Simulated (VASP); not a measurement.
# TiSi2 (Fddd) in VASP: a series of runs

The runs below take TiSi2 through band structure, optical spectrum, with RPBE, PBE, LAK.

Program: VASP 6.6.1. These are calculated values, not measurements. Logs are shortened: lines on timing, memory, paths and dates and some standing lists are left out, and cuts for length are marked.

## 1. The structure

The structure is orthorhombic, space group Fddd (No. 70). Conventional cell: a = 4.779 Å, b = 8.235 Å, c = 8.526 Å, α = 90.00°, β = 90.00°, γ = 90.00°. Ti (site symmetry 222) has 10 Si at 2.55 to 2.78 Å as nearest neighbours. Si (site symmetry 2) has 5 Si at 2.52 to 2.79 Å and 5 Ti at 2.55 to 2.78 Å as nearest neighbours.

The cell is a database's computed one.

## 2. Band structure, RPBE

POSCAR reads:

```
TiSi2
1.0
    0.0000000000      4.1175163063      4.2628978354
    2.3895119538      0.0000000000      4.2628978354
    2.3895119538      4.1175163063      0.0000000000
Ti Si
2 4
Direct
    0.7500000000      0.7500000000      0.7500000000
    0.5000000000      0.5000000000      0.5000000000
    0.4125656100      0.0874343900      0.4125656100
    0.0874343900      0.4125656100      0.0874343900
    0.1625656100      0.8374343900      0.1625656100
    0.8374343900      0.1625656100      0.8374343900
```

INCAR.step1 reads:

```
ALGO = Normal
EDIFF = 1E-6
ENCUT = 520
GGA = RP
ISIF = 2
ISMEAR = -1
LASPH = True
LCHARG = True
LMAXMIX = 4
LREAL = False
LWAVE = False
NBANDS = 29
NELM = 60
PREC = Accurate
SIGMA = 0.05
```

KPOINTS.step1 reads:

```
k-points
0
Gamma
  7 7 7
```

INCAR.step2 reads:

```
ALGO = Normal
EDIFF = 1E-6
ENCUT = 520
GGA = RP
ICHARG = 11
ISIF = 2
ISMEAR = 0
LASPH = True
LCHARG = False
LMAXMIX = 4
LREAL = False
LWAVE = False
NBANDS = 29
NELM = 60
PREC = Accurate
SIGMA = 0.05
```

KPOINTS.step2 reads:

```
path GYTZGXA1Y,TX1,XAZ,LG
15
line-mode
reciprocal
 0.0000000000  0.0000000000  0.0000000000  G
 0.5000000000  0.0000000000  0.5000000000  Y

 0.5000000000  0.0000000000  0.5000000000  Y
 1.0000000000  0.5000000000  0.5000000000  T

 1.0000000000  0.5000000000  0.5000000000  T
 0.5000000000  0.5000000000  0.0000000000  Z

 0.5000000000  0.5000000000  0.0000000000  Z
 0.0000000000  0.0000000000  0.0000000000  G

 0.0000000000  0.0000000000  0.0000000000  G
 0.0000000000  0.4127457158  0.4127457158  X

 0.0000000000  0.4127457158  0.4127457158  X
 0.5000000000  0.2443551471  0.7443551471  A1

 0.5000000000  0.2443551471  0.7443551471  A1
 0.5000000000  0.0000000000  0.5000000000  Y

 1.0000000000  0.5000000000  0.5000000000  T
 1.0000000000  0.5872542842  0.5872542842  X1

 0.0000000000  0.4127457158  0.4127457158  X
 0.5000000000  0.7556448529  0.2556448529  A

 0.5000000000  0.7556448529  0.2556448529  A
 0.5000000000  0.5000000000  0.0000000000  Z

 0.5000000000  0.5000000000  0.5000000000  L
 0.0000000000  0.0000000000  0.0000000000  G
```

Potentials or basis: VASP PAW PBE potentials, release 64 (Ti_sv, Si).

Started as:

```console
> cat potpaw_PBE.64/Ti_sv/POTCAR potpaw_PBE.64/Si/POTCAR > POTCAR
> cp INCAR.step1 INCAR
> cp KPOINTS.step1 KPOINTS
> mpirun -np 1 vasp_std > vasp.out
> cp INCAR.step2 INCAR
> cp KPOINTS.step2 KPOINTS
> mpirun -np 1 vasp_std > vasp.out
```

OUTCAR:

```text
EDIFF = 1E-6
   ENCUT = 520
   GGA = RP
   ICHARG = 11
   ISIF = 2
   ISMEAR = 0
   LASPH = True
   LREAL = False
   NELM = 60
   PREC = Accurate

 ion  position               nearest neighbor table
   1  0.750  0.750  0.750-   6 2.55   5 2.55   6 2.55   5 2.55   3 2.74   3 2.74   4 2.74   4 2.74
                             3 2.78   4 2.78
   2  0.500  0.500  0.500-   4 2.55   3 2.55   4 2.55   3 2.55   5 2.74   5 2.74   6 2.74   6 2.74
                             5 2.78   6 2.78
   3  0.413  0.087  0.413-   6 2.52   6 2.52   2 2.55   2 2.55   4 2.68   1 2.74   1 2.74   1 2.78
                             4 2.79   4 2.79
   4  0.087  0.413  0.087-   5 2.52   5 2.52   2 2.55   2 2.55   3 2.68   1 2.74   1 2.74   1 2.78
                             3 2.79   3 2.79
   5  0.163  0.837  0.163-   4 2.52   4 2.52   1 2.55   1 2.55   6 2.68   2 2.74   2 2.74   2 2.78
                             6 2.79   6 2.79
   6  0.837  0.163  0.837-   3 2.52   3 2.52   1 2.55   1 2.55   5 2.68   2 2.74   2 2.74   2 2.78
                             5 2.79   5 2.79

  LATTYP: Found a face centered orthorhombic cell.
 ALAT       =     4.7790239076
 B/A-ratio  =     1.7231620456
 C/A-ratio  =     1.7840035613

  Lattice vectors:

 A1 = (   0.0000000000,   4.1175163063,   4.2628978354)
 A2 = (   2.3895119538,   0.0000000000,   4.2628978354)
 A3 = (   2.3895119538,   4.1175163063,   0.0000000000)

Analysis of symmetry for initial positions (statically):
=====================================================================
 Subroutine PRICEL returns:
 Original cell was already a primitive cell.

 Routine SETGRP: Setting up the symmetry group for a
 face centered orthorhombic supercell.

 Subroutine GETGRP returns: Found  8 space group operations
 (whereof  4 operations were pure point group operations)
 out of a pool of  8 trial point group operations.

The static configuration has the point symmetry D_2 .
 The point group associated with its full space group is D_2h.

Analysis of symmetry for dynamics (positions and initial velocities):
=====================================================================
 Subroutine PRICEL returns:
 Original cell was already a primitive cell.

 Routine SETGRP: Setting up the symmetry group for a
 face centered orthorhombic supercell.

 Subroutine GETGRP returns: Found  8 space group operations
 (whereof  4 operations were pure point group operations)
 out of a pool of  8 trial point group operations.

The dynamic configuration has the point symmetry D_2 .
 The point group associated with its full space group is D_2h.

 Subroutine INISYM returns: Found  8 space group operations
 (whereof  4 operations are pure point group operations),
 and found     1 'primitive' translations

----------------------------------------------------------------------------------------

                                     Primitive cell

  volume of cell :      83.8841

  direct lattice vectors                    reciprocal lattice vectors
     0.000000000  4.117516306  4.262897835    -0.209247750  0.121432427  0.117291106
     2.389511954  0.000000000  4.262897835     0.209247750 -0.121432427  0.117291106
     2.389511954  4.117516306  0.000000000     0.209247750  0.121432427 -0.117291106

  length of vectors
     5.926739280  4.886928006  4.760641544     0.268863643  0.268863643  0.268863643

  position of ions in fractional coordinates (direct lattice)
     0.750000000  0.750000000  0.750000000
     0.500000000  0.500000000  0.500000000
     0.412565610  0.087434390  0.412565610
     0.087434390  0.412565610  0.087434390
     0.162565610  0.837434390  0.162565610
     0.837434390  0.162565610  0.837434390

  ion indices of the primitive-cell ions
   primitive index   ion index
                 1           1
                 2           2
                 3           3
                 4           4
                 5           5
                 6           6

----------------------------------------------------------------------------------------

 KPOINTS: path GYTZGXA1Y,TX1,XAZ,LG

Interpolating k-points between supplied coordinates.

 Line segments in fractional coordinates (reciprocal lattice):
    0.000000  0.000000  0.000000  ...  0.500000  0.000000  0.500000
    0.500000  0.000000  0.500000  ...  1.000000  0.500000  0.500000
    1.000000  0.500000  0.500000  ...  0.500000  0.500000  0.000000
    0.500000  0.500000  0.000000  ...  0.000000  0.000000  0.000000
    0.000000  0.000000  0.000000  ...  0.000000  0.412746  0.412746
    0.000000  0.412746  0.412746  ...  0.500000  0.244355  0.744355
    0.500000  0.244355  0.744355  ...  0.500000  0.000000  0.500000
    1.000000  0.500000  0.500000  ...  1.000000  0.587254  0.587254
    0.000000  0.412746  0.412746  ...  0.500000  0.755645  0.255645
    0.500000  0.755645  0.255645  ...  0.500000  0.500000  0.000000
    0.500000  0.500000  0.500000  ...  0.000000  0.000000  0.000000

 Generated    15 points on each line segment, for a total of    165 k-points:

 Following reciprocal coordinates:
            Coordinates               Weight
  0.000000  0.000000  0.000000      0.006061
  0.035714  0.000000  0.035714      0.006061
  0.071429  0.000000  0.071429      0.006061
  0.107143  0.000000  0.107143      0.006061
  0.142857  0.000000  0.142857      0.006061
  0.178571  0.000000  0.178571      0.006061
[... 16 lines left out ...]
  0.750000  0.250000  0.500000      0.006061
  0.785714  0.285714  0.500000      0.006061
 [... further k-points ...]
   k-points           NKPTS =    165   k-points in BZ     NKDIM =    165   number of bands    NBANDS=     29
   number of dos      NEDOS =    301   number of ions     NIONS =      6
   total plane-waves  NPLWV =  62208
   dimension x,y,z NGX =    48 NGY =   36 NGZ =   36
   dimension x,y,z NGXF=    96 NGYF=   72 NGZF=   72
   ions per type =               2   4
   NGX,Y,Z   is equivalent  to a cutoff of  13.46, 12.25, 12.57 a.u.
   NGXF,Y,Z  is equivalent  to a cutoff of  26.93, 24.49, 25.14 a.u.
 SYSTEM =  unknown system
   PREC   = accura    normal or accurate (medium, high low for compatibility)
   ISTART =      0    job   : 0-new  1-cont  2-samecut
   ICHARG =     11    charge: 1-file 2-atom 10-const
   ISPIN  =      1    spin polarized calculation?
   LNONCOLLINEAR =      F non collinear calculations
   LSORBIT =      F    spin-orbit coupling
   LASPH  =      T    aspherical Exc in radial PAW
   ENCUT  =  520.0 eV  38.22 Ry    6.18 a.u.  11.02  9.09  8.85*2*pi/ulx,y,z
   NELM   =     60;   NELMIN=  2; NELMDL=  0     # of ELM steps
   EDIFF  = 0.1E-05   stopping-criterion for ELM
   LREAL  =      F    real-space projection
   EDIFFG = 0.1E-04   stopping-criterion for IOM
   NSW    =      0    number of steps for IOM
   IBRION =     -1    ionic relax: 0-MD 1-quasi-New 2-CG
   NFREE  =      0    steps in history (QN), initial steepest desc. (CG)
   ISIF   =      2    stress and relaxation
   ISYM   =      2    0-nonsym 1-usesym 2-fastsym
   POTIM  = 0.5000    time-step for ionic-motion
   TEBEG  =    0.0;   TEEND  =   0.0 temperature during run
   PSTRESS=    0.0 pullay stress
   NELECT =      40.0000    total number of electrons
   NUPDOWN=      -1.0000    fix difference up-down
   EMIN   =  10.00;   EMAX   =-10.00  energy-range for DOS
   EFERMI =   0.00;   METHOD = LEGACY
   ISMEAR =     0;   SIGMA  =   0.05  broadening in eV -4-tet -1-fermi 0-gaus
   EFERMI_NEDOS =   21; number of points for ismear=-14 and -15
   IALGO  =     38    algorithm
   IMIX   =      4    mixing-type and parameters
     AMIX     =   0.40;   BMIX     =  1.00
     AMIX_MAG =   1.60;   BMIX_MAG =  1.00
  volume/ion in A,a.u.               =      13.98        94.35
  Fermi-wavevector in a.u.,A,eV,Ry     =   1.278994  2.416947 22.256742  1.635824
  Thomas-Fermi vector in A             =   2.411504
   LORBIT       =      0    0 simple, 1 ext, 2 COOP (PROOUT), +10 PAW based schemes
   GGA     = RP    functional components
   LHFCALC =     F    Hartree Fock is set to
   AEXX    =    0.0000 exact exchange contribution
   IVDW    =     0    specifies the selected vdW correction
   LEPSILON=     F    determine dielectric tensor
   LRPA    =     F    only Hartree local field effects (RPA)
 non-spin polarized calculation
 Gauss-broadening in eV      SIGMA  =   0.05
  energy-cutoff  :      520.00
  volume of cell :       83.88
 maximum number of plane-waves:      2286
 NGX is ok and might be reduce to    48

 number of electron      40.0000003 magnetization

 Free energy of the ion-electron system (eV)
  ---------------------------------------------------
  ext. energy  EPLUGINS =         0.00000000
  ---------------------------------------------------
  free energy    TOTEN  =       -38.80751261 eV

  energy without entropy =      -38.80485541  energy(sigma->0) =      -38.80618401

 E-fermi :  10.3238     XC(G=0): -11.6896

 val. band max:       10.3217091580   @ k =   0.1786   0.5352   0.3566
 cond. band min:      10.3243986216   @ k =   0.0000   0.3538   0.3538
 fundamental gap:      0.0026894636
 Fermi energy:        10.3237510149

 k-point     1 :       0.0000    0.0000    0.0000
  band No.  band energies     occupation
      1     -46.1151      2.00000
      2     -46.0870      2.00000
      3     -22.4240      2.00000
      4     -22.4191      2.00000
      5     -22.3301      2.00000
      6     -22.3154      2.00000
[... 21 lines left out ...]
     28      14.0662      0.00000
     29      14.1178      0.00000

 k-point     2 :       0.0357    0.0000    0.0357
  band No.  band energies     occupation
      1     -46.1151      2.00000
      2     -46.0871      2.00000
      3     -22.4237      2.00000
      4     -22.4189      2.00000
      5     -22.3307      2.00000
      6     -22.3152      2.00000
[... 21 lines left out ...]
     28      14.0333      0.00000
     29      14.1413      0.00000

 k-point     3 :       0.0714    0.0000    0.0714
  band No.  band energies     occupation
      1     -46.1148      2.00000
      2     -46.0874      2.00000
      3     -22.4228      2.00000
      4     -22.4185      2.00000
      5     -22.3327      2.00000
      6     -22.3147      2.00000
[... 21 lines left out ...]
     28      14.0083      0.00000
     29      14.2251      0.00000

 k-point     4 :       0.1071    0.0000    0.1071
  band No.  band energies     occupation
      1     -46.1143      2.00000
      2     -46.0878      2.00000
      3     -22.4214      2.00000
      4     -22.4177      2.00000
      5     -22.3356      2.00000
      6     -22.3160      2.00000
[... 597 lines left out ...]
     28      14.2036      0.00000
     29      15.0365      0.00000

 k-point    23 :       0.7500    0.2500    0.5000
  band No.  band energies     occupation
      1     -46.1009      2.00000
      2     -46.1009      2.00000
      3     -22.4276      2.00000
      4     -22.4276      2.00000
      5     -22.3376      2.00000
      6     -22.3376      2.00000
[... 21 lines left out ...]
     28      14.3095      0.00000
     29      15.0131      0.00000

 k-point    24 :       0.7857    0.2857    0.5000
  band No.  band energies     occupation
      1     -46.1009      2.00000
      2     -46.1009      2.00000
      3     -22.4326      2.00000
      4     -22.4326      2.00000
      5     -22.3340      2.00000
      6     -22.3340      2.00000
[... 21 lines left out ...]
     28      14.4222      0.00000
     29      14.9551      0.00000

 [... further k-points ...]

------------------------ aborting loop because EDIFF is reached ----------------------------------------

  FORCE on cell =-STRESS in cart. coord.  units (eV):
  Direction    XX          YY          ZZ          XY          YZ          ZX
  --------------------------------------------------------------------------------------
  -------------------------------------------------------------------------------------
  Total        7.9457525      0.4127372      0.0304454      0.0000000      0.0000000      0.0000000
  in kB      151.7630892      7.8832400      0.5815033      0.0000000      0.0000000      0.0000000
  external PRESSURE =      53.4092775 kB  Pullay stress =       0.0000000 kB

 VOLUME and BASIS-vectors are now :
 -----------------------------------------------------------------------------
  energy-cutoff  :      520.00
  volume of cell :       83.88
      direct lattice vectors                 reciprocal lattice vectors
     0.000000000  4.117516306  4.262897835    -0.209247750  0.121432427  0.117291106
     2.389511954  0.000000000  4.262897835     0.209247750 -0.121432427  0.117291106
     2.389511954  4.117516306  0.000000000     0.209247750  0.121432427 -0.117291106

 POSITION                                       TOTAL-FORCE (eV/Angst)
 -----------------------------------------------------------------------------------
      3.58427      6.17627      6.39435        -0.000000      0.000000     -0.000000
      2.38951      4.11752      4.26290         0.000000      0.000000      0.000000
      1.19476      3.39749      2.13145         0.000000      0.804094      0.000000
      1.19476      0.72003      2.13145         0.000000     -0.804094      0.000000
      2.38951      1.33873      4.26290        -0.000000      0.804094     -0.000000
      2.38951      6.89630      4.26290        -0.000000     -0.804094     -0.000000
 -----------------------------------------------------------------------------------
    total drift:                               -0.000000     -0.000000     -0.000000

  FREE ENERGIE OF THE ION-ELECTRON SYSTEM (eV)
  ---------------------------------------------------
  free  energy   TOTEN  =       -38.8075126141 eV

  energy  without entropy=      -38.8048554057  energy(sigma->0) =      -38.80618401
```

Wall time 3 min (1 thread of Intel Xeon 6975P-C (Granite Rapids), shared host); peak memory 0.45 GiB.

Results:

```yaml
Band_gap_along_the_path: none (metal or under the smearing width)
```

Levels at the corners of the path, in eV from the Fermi level:
```tsv
point	band 17	band 18	band 19	band 20	band 21	band 22	band 23	band 24
Γ	-2.28	-2.09	-1.80	-1.37	-0.93	2.09	3.14	3.38
Y	-2.35	-2.35	-0.87	-0.87	1.28	1.28	3.33	3.33
Y	-2.35	-2.35	-0.87	-0.87	1.28	1.28	3.33	3.33
T	-1.12	-1.12	-0.66	-0.66	0.85	0.85	2.30	2.30
T	-1.12	-1.12	-0.66	-0.66	0.85	0.85	2.30	2.30
Z	-1.58	-1.58	-0.97	-0.97	0.75	0.75	3.23	3.23
Z	-1.58	-1.58	-0.97	-0.97	0.75	0.75	3.23	3.23
Γ	-2.28	-2.09	-1.80	-1.37	-0.93	2.09	3.14	3.38
Γ	-2.28	-2.09	-1.80	-1.37	-0.93	2.09	3.14	3.38
X	-1.35	-0.40	0.06	0.14	0.74	0.94	1.79	2.54
X	-1.35	-0.40	0.06	0.14	0.74	0.94	1.79	2.54
A1	-1.69	-1.69	-1.40	-1.40	1.41	1.41	2.17	2.17
A1	-1.69	-1.69	-1.40	-1.40	1.41	1.41	2.17	2.17
Y	-2.35	-2.35	-0.87	-0.87	1.28	1.28	3.33	3.33
T	-1.12	-1.12	-0.66	-0.66	0.85	0.85	2.30	2.30
X1	-1.35	-0.40	0.06	0.14	0.74	0.94	1.79	2.54
X	-1.35	-0.40	0.06	0.14	0.74	0.94	1.79	2.54
A	-1.69	-1.69	-1.40	-1.40	1.41	1.41	2.17	2.17
A	-1.69	-1.69	-1.40	-1.40	1.41	1.41	2.17	2.17
Z	-1.58	-1.58	-0.97	-0.97	0.75	0.75	3.23	3.23
L	-1.93	-1.05	-0.02	0.16	0.99	1.39	1.69	2.26
Γ	-2.28	-2.09	-1.80	-1.37	-0.93	2.09	3.14	3.38
```

Caveat: the log is that of the step along the path at fixed density, whose energy, stress, charges and moments have no meaning; the PAW data sets were made with another functional, which shifts forces and pressure a little.

(Part 1 of 2 ends here.)
